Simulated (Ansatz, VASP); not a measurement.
Two plane-wave programs on MgO

Contents of INCAR:

```
SYSTEM = MgO
PREC = Accurate
ENCUT = 520
EDIFF = 1E-6
ISMEAR = 0
SIGMA = 0.1
LREAL = .False.
LASPH = .True.
NELM = 100
ALGO = Normal
ISIF = 2
LWAVE = .False.
LCHARG = .False.
GGA = PE
NBANDS = 11
```

Contents of KPOINTS:

```
Automatic mesh
0
Gamma
  6 6 6
  0 0 0
```

The input POSCAR:

```
MgO
1.0
    0.0000000000      2.5185899109      2.5185899109
    2.5185899109      0.0000000000      2.5185899109
    2.5185899109      2.5185899109      0.0000000000
Mg O
1 1
Direct
    0.0000000000      0.0000000000      0.0000000000
    0.2500000000      0.2500000000      0.2500000000
```

Input for Ansatz:

```yaml
crystal:
  lattice:
    - [0.0, 2.5185899109, 2.5185899109]
    - [2.5185899109, 0.0, 2.5185899109]
    - [2.5185899109, 2.5185899109, 0.0]
  atoms:
    - { symbol: Mg, position: [0.0, 0.0, 0.0] }
    - { symbol: O, position: [0.25, 0.25, 0.25] }
basis:
  ecutwfc: 420
kpoints:
  mp_grid: { grid: [6, 6, 6] }
hamiltonian:
  xc: pbe
scf:
  occupations: { method: gaussian, width: 0.1 }
output:
  forces: true
  stress: true
  eigenvalues: true
```

Alike in both runs: task single point; functional PBE; k mesh 6 × 6 × 6; occupations gaussian, width 0.1 eV; no spin polarisation.

```csv
,VASP,Ansatz
version,VASP 6.6.1,Ansatz 0.2.0
potentials or method,"VASP PAW PBE potentials, release 64 (Mg, O)","scalar-relativistic, plane waves, PAW"
plane-wave cutoff (eV),520,420
valence electrons in the cell,8,16
```

```tsv
	VASP	Ansatz	Ansatz less VASP
gap on the k mesh at the Fermi level (eV)	2.19	2.21	+0.017
least direct gap on the mesh (eV)	2.19	2.21	+0.017
pressure (GPa)	-18.0	-17.7	+0.32
```

The two sets of potentials don't hold the same shells in valence.

Caveats: so large a pressure means that the cell lies far from this level's equilibrium, or that cutoff or potentials fall short (VASP).
